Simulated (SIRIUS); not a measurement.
# GaAs (I4/mmm) in SIRIUS: reference runs

How does GaAs come out in PBE? The cell is run as given.

All numbers are computed with SIRIUS 7.10.0; they aren't measurements. Logs are shortened: lines on timing, memory, paths and dates and some standing lists are left out, and cuts for length are marked. The log counts tension as positive stress, the text compression.

## Step 1: The structure

Symmetry: I4/mmm, No. 139, tetragonal system. The conventional cell has a = 3.762 Å, b = 3.762 Å, c = 6.052 Å, α = 90.00°, β = 90.00°, γ = 90.00°. Ga (site symmetry 4/mmm) is surrounded by 6 As at 2.66 to 3.03 Å. Around As (site symmetry 4/mmm) lie 6 Ga at 2.66 to 3.03 Å.

The cell was built by a generator and needn't be a form met in nature.

## Step 2: Single point, PBE

The input, sirius.json:

```json
{
  "control": {
    "processing_unit": "cpu",
    "verbosity": 2,
    "num_bands_to_print": 22,
    "print_forces": true,
    "print_stress": true
  },
  "parameters": {
    "electronic_structure_method": "pseudopotential",
    "xc_functionals": ["XC_GGA_X_PBE", "XC_GGA_C_PBE"],
    "gk_cutoff": 9.2,
    "pw_cutoff": 18.4,
    "ngridk": [10, 10, 10],
    "shiftk": [0, 0, 0],
    "smearing": "fermi_dirac",
    "smearing_width": 0.0018374661,
    "num_bands": 22,
    "num_mag_dims": 0,
    "num_dft_iter": 100,
    "energy_tol": 1e-08,
    "density_tol": 1e-06
  },
  "iterative_solver": {
    "type": "davidson",
    "min_tolerance": 1e-09,
    "tolerance_scale": [0.1, 0.25]
  },
  "mixer": {
    "type": "anderson",
    "beta": 0.7,
    "max_history": 8
  },
  "settings": {
    "tol_ne": 1e-10,
    "pseudo_grid_cutoff": 6.5
  },
  "unit_cell": {
    "lattice_vectors": [
      [-0.466844298813, 0.466844298813, 0.751074431286],
      [0.466844298813, -0.466844298813, 0.751074431286],
      [0.466844298813, 0.466844298813, -0.751074431286]
    ],
    "lattice_vectors_scale": 7.613132892,
    "atom_coordinate_units": "lattice",
    "atom_types": ["Ga", "As"],
    "atom_files": {
      "As": "As.json",
      "Ga": "Ga.json"
    },
    "atoms": {
      "Ga": [
        [0.0, 0.0, 0.0]
      ],
      "As": [
        [0.5, 0.5, 0.0]
      ]
    }
  }
}
```

Potentials or basis: PseudoDojo 0.4.1 PBE standard (scalar relativistic).

On the command line:

```sh
$ upf_to_json As.upf
$ upf_to_json Ga.upf
$ OMP_NUM_THREADS=1 sirius.scf --input=sirius.json --output=out.json --task=0
```

The program printed:

```text
[info] SIRIUS version : 7.10.0
[info] number of MPI ranks           : 1
[info] MPI grid                      : 1 1
[info] maximum number of OMP threads : 1
[fft] FFT context for density and potential
[fft] =====================================
[fft]   comm size                             : 1
[fft]   plane wave cutoff                     : 18.4
[fft]   grid size                             : 48 48 48   total : 110592
[fft]   grid limits                           : -23 24   -23 24   -23 24
[fft]   number of G-vectors within the cutoff : 15185
[fft]   local number of G-vectors             : 15185
[fft]   number of G-shells                    : 2187
[fft] FFT context for coarse grid
[fft] =====================================
[fft]   comm size                             : 1
[fft]   plane wave cutoff                     : 18.4
[fft]   grid size                             : 48 48 48   total : 110592
[fft]   grid limits                           : -23 24   -23 24   -23 24
[fft]   number of G-vectors within the cutoff : 15185
[fft]   local number of G-vectors             : 15185
[fft]   number of G-shells                    : 2187
[unit cell] lattice vectors
[unit cell]   a1 :      -3.5541476867      3.5541476867      5.7180294572
[unit cell]   a2 :       3.5541476867     -3.5541476867      5.7180294572
[unit cell]   a3 :       3.5541476867      3.5541476867     -5.7180294572
[unit cell] reciprocal lattice vectors
[unit cell]   b1 :       0.0000000000      0.8839229347      0.5494187599
[unit cell]   b2 :       0.8839229347      0.0000000000      0.5494187599
[unit cell]   b3 :       0.8839229347      0.8839229347     -0.0000000000
[unit cell] unit cell volume :       288.91980971 [a.u.^3]
[unit cell] 1/sqrt(omega)    :         0.05883169
[unit cell] MT volume        :         0.00000000 ( 0.00%)
[unit cell] IT volume        :       288.91980971 (100.00%)
[unit cell] number of atom types : 2
[unit cell] type id : 0 symbol : Ga mt_radius :  19.010000 num_atoms : 1
[unit cell] type id : 1 symbol : As mt_radius :  13.570000 num_atoms : 1
[unit cell] total number of atoms : 2
[unit cell] number of symmetry classes : 2
[unit cell] number of PAW atoms : 0
[unit cell] atom id  type id  class id             position                      vector_field
[unit cell] ------------------------------------------------------------------------------------------
[unit cell]      0        0        0      0.00000   0.00000   0.00000      0.00000   0.00000   0.00000
[unit cell]      1        1        1      0.50000   0.50000   0.00000      0.00000   0.00000   0.00000
[unit cell] atom id         position (Cartesian, a.u.)
[unit cell] ---------------------------------------------
[unit cell]      0       0.000000    0.000000    0.000000
[unit cell]      1       0.000000    0.000000    5.718029
[unit cell] class id : 0 atom id : 0
[unit cell] class id : 1 atom id : 1
[unit cell] minimum bond length:     5.026324
[unit cell] total number of pseudo wave-functions: 18
[sym] space group number   : 139
[sym] international symbol : I4/mmm
[sym] Hall symbol          : -I 4 2
[sym] space group transformation matrix :
[sym]  -0.5000  0.5000  0.5000
[sym]   0.5000 -0.5000  0.5000
[sym]   0.5000  0.5000 -0.5000
[sym] space group origin shift :
[sym]   0.0000  0.0000  0.0000
[sym] number of space group operations  : 16
[sym] number of magnetic group operations : 16
[sym] metric tensor error: 8.8818e-16
[sym] rotation matrix error: 4.4409e-16
[sym] symmetry operations
[... list of symmetry operations ...]
[atom type] label          : Ga
[... 195 lines left out ...]
[diagonalize] iterative solver tolerance (occupied, empty): 8.64621e-05 8.64621e-05
[diagonalize] average number of iterations: 3.02941
[... levels, occupations and energy terms ...]
[find] Total energy                   :    -182.53646761 (Ha),    -365.07293522 (Ry)
[find] Free energy (E-TS)             :    -182.53676459 (Ha),    -365.07352917 (Ry)
[find] band gap (eV)                  :       0.00000000
[find] Efermi                         :       0.34770764
[find] iteration : 2, RMS : 4.984227157993e-04, energy difference : -1.357880489280e-03
[find] Hartree energy of density residual : 3.793196239803e-05
[find] | SCF iteration   3 out of 100|
[diagonalize] iterative solver tolerance (occupied, empty): 2.16155e-05 2.16155e-05
[diagonalize] average number of iterations: 2.5
[find] Total energy                   :    -182.53652699 (Ha),    -365.07305399 (Ry)
[find] Free energy (E-TS)             :    -182.53683131 (Ha),    -365.07366262 (Ry)
[find] band gap (eV)                  :       0.00000000
[find] Efermi                         :       0.34855102
[find] iteration : 3, RMS : 8.042509819437e-05, energy difference : -5.938549659845e-05
[find] Hartree energy of density residual : 5.005448422270e-07
[find] | SCF iteration   4 out of 100|
[diagonalize] iterative solver tolerance (occupied, empty): 5.40388e-06 5.40388e-06
[... 38 lines left out ...]
[find] Free energy (E-TS)             :    -182.53683652 (Ha),    -365.07367304 (Ry)
[find] band gap (eV)                  :       0.00000000
[find] Efermi                         :       0.34849996
[find] iteration : 8, RMS : 1.719911329567e-07, energy difference : -3.405745019336e-09
[find] Hartree energy of density residual : 9.396488448927e-13
[find] | SCF iteration   9 out of 100|
[diagonalize] iterative solver tolerance (occupied, empty): 5.27723e-09 5.27723e-09
[diagonalize] average number of iterations: 3.76471
[find] Total energy                   :    -182.53653292 (Ha),    -365.07306584 (Ry)
[find] Free energy (E-TS)             :    -182.53683652 (Ha),    -365.07367304 (Ry)
[find] band gap (eV)                  :       0.00000000
[find] Efermi                         :       0.34849998
[find] iteration : 9, RMS : 9.255149577544e-08, energy difference : 1.280056949327e-09
[find] Hartree energy of density residual : 1.902522604382e-12
[find] bands are converged : true
[find] iterative solver converged : false
[find] +------------------------------+
[find] | SCF iteration  10 out of 100|
[find] +------------------------------+
[diagonalize] iterative solver tolerance (occupied, empty): 1.31931e-09 1.31931e-09
[diagonalize] average number of iterations: 3.2549
[diagonalize] Lowest band energies
[diagonalize] ik:    0   -0.950297   -0.950143   -0.949643   -0.949643   -0.949630   -0.193864   -0.193237   -0.193111   -0.192276   -0.192276   -0.110182    0.322832    0.334488    0.334488    0.378401    0.532415    0.594563    0.634120    0.634120    0.648257    0.662633    0.662633
[diagonalize] ik:    1   -0.950298   -0.950136   -0.949643   -0.949641   -0.949627   -0.193797   -0.193354   -0.193027   -0.192291   -0.192230   -0.105878    0.270335    0.336449    0.362157    0.391024    0.511335    0.598623    0.624132    0.631693    0.644659    0.645173    0.680055
[diagonalize] ik:    2   -0.950300   -0.950118   -0.949644   -0.949634   -0.949618   -0.193721   -0.193668   -0.192760   -0.192305   -0.192103   -0.093236    0.209215    0.342392    0.358251    0.421222    0.476718    0.570622    0.582023    0.640126    0.658750    0.668939    0.740171
[diagonalize] ik:    3   -0.950303   -0.950097   -0.949646   -0.949625   -0.949605   -0.194062   -0.193726   -0.192603   -0.192100   -0.191938   -0.073517    0.151738    0.350123    0.352037    0.434050    0.454887    0.522654    0.546596    0.672170    0.709152    0.714740    0.813552
[diagonalize] ik:    4   -0.950305   -0.950081   -0.949648   -0.949618   -0.949594   -0.194382   -0.193763   -0.192644   -0.191803   -0.191764   -0.051036    0.105480    0.344048    0.363175    0.423139    0.462277    0.487593    0.514684    0.724589    0.763156    0.788071    0.863323
[diagonalize] ...
[diagonalize] ik:   97   -0.950288   -0.950129   -0.949631   -0.949606   -0.949597   -0.196036   -0.193470   -0.193098   -0.191724   -0.191489   -0.033675    0.162856    0.185256    0.295960    0.348161    0.564509    0.621848    0.661499    0.663229    0.853814    0.861877    0.884875
[diagonalize] ik:   98   -0.950285   -0.950141   -0.949638   -0.949600   -0.949594   -0.196508   -0.193284   -0.193246   -0.191599   -0.191441   -0.036893    0.177887    0.198808    0.261851    0.347180    0.534713    0.630155    0.679947    0.718645    0.853470    0.881379    0.923666
[diagonalize] ik:   99   -0.950283   -0.950149   -0.949641   -0.949597   -0.949595   -0.196661   -0.193375   -0.193118   -0.191526   -0.191460   -0.041530    0.177130    0.214151    0.284847    0.313634    0.521607    0.675260    0.675530    0.694926    0.872434    0.907747    0.908262
[diagonalize] ik:  100   -0.950282   -0.950156   -0.949644   -0.949597   -0.949597   -0.196689   -0.193448   -0.192999   -0.191508   -0.191508   -0.050813    0.186097    0.259232    0.283845    0.283845    0.508990    0.661149    0.701727    0.701727    0.827025    0.874298    0.874298
[diagonalize] ik:  101   -0.950280   -0.950157   -0.949645   -0.949593   -0.949593   -0.197014   -0.193483   -0.192974   -0.191424   -0.191424   -0.040935    0.170491    0.248401    0.279665    0.279665    0.503810    0.697689    0.710368    0.710368    0.838114    0.938552    0.938552
[find] Charges and magnetic moments
[find] --------------------------------------------------------------------------------
[find] total charge          : 28.000000
[find] Energy
[find] --------------------------------------------------------------------------------
[find] valence_eval_sum               :     -10.09824802
[find] <rho|V^{XC}>                   :     -29.47794104
[find] <rho|E^{XC}>                   :     -44.65751456
[find] <mag|B^{XC}>                   :       0.00000000
[find] <rho|V^{H}>                    :     103.08551333
[find] one-electron contribution      :     -83.70582032 (Ha),    -167.41164063 (Ry)
[find] hartree contribution           :      51.54275667
[find] xc contribution                :     -44.65751456
[find] ewald contribution             :    -105.71595489
[find] PAW contribution               :       0.00000000
[find] smearing (-TS)                 :      -0.00030360
[find] SCF correction                 :       0.00000018
[find] Total energy                   :    -182.53653292 (Ha),    -365.07306585 (Ry)
[find] Free energy (E-TS)             :    -182.53683652 (Ha),    -365.07367304 (Ry)
[find] band gap (eV)                  :       0.00000000
[find] Efermi                         :       0.34849994
[find] iteration : 10, RMS : 1.745359732158e-08, energy difference : -8.855067790137e-10
[find] Hartree energy of density residual : 2.331374233726e-14
[find] bands are converged : true
[find] iterative solver converged : true
[find] converged after 11 SCF iterations!
[find] Charges and magnetic moments
[find] --------------------------------------------------------------------------------
[find] total charge          : 28.000000
[find] Energy
[find] --------------------------------------------------------------------------------
[find] valence_eval_sum               :     -10.09824802
[find] <rho|V^{XC}>                   :     -29.47794104
[find] <rho|E^{XC}>                   :     -44.65751456
[find] <mag|B^{XC}>                   :       0.00000000
[find] <rho|V^{H}>                    :     103.08551333
[find] one-electron contribution      :     -83.70582032 (Ha),    -167.41164063 (Ry)
[find] hartree contribution           :      51.54275667
[find] xc contribution                :     -44.65751456
[find] ewald contribution             :    -105.71595489
[find] PAW contribution               :       0.00000000
[find] smearing (-TS)                 :      -0.00030360
[find] SCF correction                 :       0.00000018
[find] Total energy                   :    -182.53653292 (Ha),    -365.07306585 (Ry)
[find] Free energy (E-TS)             :    -182.53683652 (Ha),    -365.07367304 (Ry)
[find] band gap (eV)                  :       0.00000000
[find] Efermi                         :       0.34849994
[ground_state] === stress tensor components [kbar] ===
[ground_state] === stress_kin ===
[ground_state] -94257.297675   -0.000000    0.000000
[ground_state]    -0.000000-94257.297675    0.000000
[ground_state]     0.000000    0.000000-94358.826129
[ground_state] === stress_har ===
[ground_state] -20610.799204   -0.000000    0.000000
[ground_state]    -0.000000-20610.799204    0.000000
[ground_state]     0.000000    0.000000-11264.939596
[ground_state] === stress_ewald ===
[ground_state] 31078.119385    0.000000   -0.000000
[ground_state]     0.00000031078.119385   -0.000000
[ground_state]    -0.000000   -0.00000045495.443893
[ground_state] === stress_vloc ===
[ground_state]  4196.454662    0.000000    0.000000
[ground_state]     0.000000 4196.454662    0.000000
[ground_state]     0.000000    0.000000-19478.446507
[ground_state] === stress_xc ===
[ground_state] -14886.392155   -0.000000    0.000000
[ground_state]    -0.000000-14886.392155    0.000000
[ground_state]     0.000000    0.000000-14874.749895
[ground_state] === stress_core ===
[ground_state] 25513.464437    0.000000   -0.000000
[ground_state]     0.00000025513.464437   -0.000000
[ground_state]    -0.000000   -0.00000025515.387268
[ground_state] === stress_nonloc ===
[ground_state] 68980.545447    0.000000   -0.000000
[ground_state]     0.00000068980.545447   -0.000000
[ground_state]    -0.000000   -0.00000069038.127438
[ground_state] === stress_us_nl ===
[ground_state] 68980.545447    0.000000   -0.000000
[ground_state]     0.00000068980.545447   -0.000000
[ground_state]    -0.000000   -0.00000069038.127438
[ground_state] === stress_total ===
[ground_state]    14.094896   -0.000000   -0.000000
[ground_state]    -0.000000   14.094896    0.000000
[ground_state]    -0.000000    0.000000   71.996473
[ground_state] ==== total Forces in Ha/bohr =====
[ground_state] atom:    0, force:       0.0000000      0.0000000      0.0000000
[... 14 lines left out ...]
[ground_state] atom:    0, force:       0.0000000      0.0000000      0.0000000
[ground_state] atom:    1, force:       0.0000000      0.0000000      0.0000000
[~DFT_ground_state] local op. applied: 57421
[~DFT_ground_state] evp. work count: 10309
[~DFT_ground_state] number of iterative solver steps: 4125
```

Wall time 2.8 min (1 thread of Arm Neoverse V2, shared host); peak memory 0.92 GiB.

Results:

* Free energy: -4967.0804 eV
* Pressure: -3.3 GPa
* Band gap on the k mesh: none (metal or under the smearing width)
